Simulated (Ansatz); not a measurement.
The parent structure is InCuS₂ in the chalcopyrite structure (space group I-42d, No. 122; a = 5.577 Å, c = 11.234 Å).

All numbers come from PBE (Ansatz, a first-principles code), no SOC.

One change was made to it. Results:

```csv
quantity,base,after
density,4.61 g/cm³,5.40 g/cm³
band gap,zero,0.38 eV
```

Problem. Name the change that was made.
A. pressure 15 GPa
B. pressure 30 GPa
C. pressure −2 GPa
D. pressure −1 GPa
E. pressure 2.1 GPa

Solution. A, pressure 15 GPa. For comparison, the band gap in the other runs: pressure −1 GPa gives zero; pressure −2 GPa gives zero; pressure 30 GPa gives 0.63 eV; pressure 2.1 GPa gives zero.

Load acts through the strain it causes; cell and atoms are relaxed under it. No phonon test of stability was made. Competing high-pressure phases were not computed. All final runs are without spin polarisation. Gaps under 0.05 eV, about the width of the smearing, are given as zero. A zero or small gap of InCuS2 can be the functional's error rather than a property of the material.
